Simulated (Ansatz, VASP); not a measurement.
Sc in VASP and in Ansatz

File INCAR:

```
  PREC = Accurate
  ENCUT = 520
  EDIFF = 1E-8
  ISMEAR = -1
  SIGMA = 0.03
  LREAL = F
  LASPH = T
  NELM = 60
  ALGO = Normal
  ISIF = 2
  LWAVE = F
  LCHARG = F
  LEFG = T
  NBANDS = 18
```

Contents of KPOINTS:

```
Automatic mesh
0
Gamma
  13 13 7
```

File POSCAR:

```
Sc
1.0
    3.2865905309      0.0000000000      0.0000000000
   -1.6432952654      2.8462708915      0.0000000000
    0.0000000000      0.0000000000      5.2326432300
Sc
2
Direct
    0.3333333333      0.6666666667      0.2500000000
    0.6666666667      0.3333333333      0.7500000000
```

Input for Ansatz:

```yaml
crystal:
  lattice:
    - [3.2865905309, 0.0, 0.0]
    - [-1.6432952654, 2.8462708915, 0.0]
    - [0.0, 0.0, 5.23264323]
  atoms:
    - { symbol: Sc, position: [0.3333333333, 0.6666666667, 0.25] }
    - { symbol: Sc, position: [0.6666666667, 0.3333333333, 0.75] }
kpoints:
  mp_grid: { grid: [13, 13, 7] }
scf:
  occupations: { method: fermi_dirac, width: 0.03 }
hamiltonian:
  xc: lda
  pseudopotentials: { kind: all_electron, datasets: crystal }
output:
  forces: true
  stress: true
  eigenvalues: true
  efg: { contact_densities: true }
```

Change from the starting cell: volume scaled by 0.98, crystal datasets.

Alike in both runs: task electric field gradients; functional LDA; k mesh 13 × 13 × 7; occupations fermi-dirac, width 0.03 eV; no spin polarisation.

|  | VASP | Ansatz |
| --- | --- | --- |
| version | VASP 6.6.1 | Ansatz 0.2.0 |
| potentials or method | VASP PAW LDA potentials, release 64 (Sc_sv) | all-electron PAW with datasets made for the crystal, scalar-relativistic |
| plane-wave cutoff (eV) | 520 | see its input |

|  | VASP | Ansatz | Ansatz less VASP |
| --- | --- | --- | --- |
| pressure (GPa) | -4.3 | -4.4 | -0.05 |
| largest component of the traceless stress (GPa) | 1.27 | 1.28 | +0.005 |
| Vzz of the field gradient on the site that differs most (V/Å²) | 10.1 | 9.4 | -0.77 |

Ansatz ran all-electron here, so the differences hold the error of VASP's frozen core and of both bases.
